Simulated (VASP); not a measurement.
# From VASP inputs to Ansatz: CO2 (strained database structure)

INCAR

```
LREAL = .FALSE.
METAGGA = R2SCAN
PREC = Accurate
LCHARG = .FALSE.
NSW = 0
EDIFF = 1E-7
ISMEAR = 0
LASPH = .TRUE.
NBANDS = 25
IBRION = -1
SIGMA = 0.01
LWAVE = .FALSE.
NELM = 120
ENCUT = 520
ALGO = Normal
ISIF = 2
```

KPOINTS

```
KPOINTS created by Atomic Simulation Environment
0
Gamma
6 6 6
0 0 0
```

KPOINTS_OPT

```
special points
8
Reciprocal
0.0000000000 0.0000000000 0.0000000000 1
0.0000000000 0.5000000000 0.0000000000 1
0.5000000000 0.5000000000 0.0000000000 1
0.0000000000 0.0000000000 0.5000000000 1
0.0000000000 0.5000000000 0.5000000000 1
0.5000000000 0.5000000000 0.5000000000 1
-0.5000000000 -0.5000000000 0.4531250000 1
0.0000000000 0.0000000000 -0.0989580000 1
```

POSCAR

```
C  O
 1.0000000000000000
     3.9678365154000002    0.0000000000000000    0.0000000000000000
     0.0000000000000000    3.9678365154000002    0.0000000000000000
     0.0000000000000000    0.0000000000000000    4.3582814193999999
 C   O
   2   4
Cartesian
  1.9839182577000001  1.9839182577000001  2.1791407097000004
 -0.0000000000000000  0.0000000000000000  0.0000000000000000
  1.1645879358292557  2.8032485795707451  2.1791407097000004
  2.8032485795707451  1.1645879358292557  2.1791407097000004
  0.8193303218707445  0.8193303218707445  0.0000000000000000
  3.1485061935292551  3.1485061935292551  0.0000000000000000
```

VASP ran with the recommended PBE PAW datasets (32 valence electrons in the cell).

Q: Translate these files to an Ansatz input.

A: 

```yaml
crystal:
  lattice:
    - [3.9678365154, 0.0, 0.0]
    - [0.0, 3.9678365154, 0.0]
    - [0.0, 0.0, 4.3582814194]
  atoms:
    - { symbol: C, position: [0.5, 0.5, 0.5] }
    - { symbol: C, position: [0.0, 0.0, 0.0] }
    - { symbol: O, position: [0.2935070362, 0.7064929638, 0.5] }
    - { symbol: O, position: [0.7064929638, 0.2935070362, 0.5] }
    - { symbol: O, position: [0.2064929638, 0.2064929638, 0.0] }
    - { symbol: O, position: [0.7935070362, 0.7935070362, 0.0] }
kpoints:
  mp_grid: { grid: [6, 6, 6] }
  band_path:
    path:
      - [0.0, 0.0, 0.0]
      - [0.0, 0.5, 0.0]
      - [0.5, 0.5, 0.0]
      - [0.0, 0.0, 0.5]
      - [0.0, 0.5, 0.5]
      - [0.5, 0.5, 0.5]
      - [-0.5, -0.5, 0.453125]
      - [0.0, 0.0, -0.098958]
    npoints: 1
hamiltonian:
  xc: r2scan
scf:
  occupations: { method: fixed }
  n_extra_bands: 5
output:
  forces: true
  stress: true
  eigenvalues: true
```

Other inputs would serve too.

|  | VASP | Ansatz |
| --- | --- | --- |
| gap between bands v and c | 7.40 eV | 7.43 eV |
| least direct gap | 8.11 eV | 8.13 eV |
| pressure | 6.4 GPa | 4.0 GPa |
| largest force | 0.70 eV/Å | 0.09 eV/Å |

Datasets and cutoffs are each program's own. VASP's cell holds 32 valence electrons and Ansatz's 32. Ansatz's stress includes a Pulay correction; VASP's doesn't.
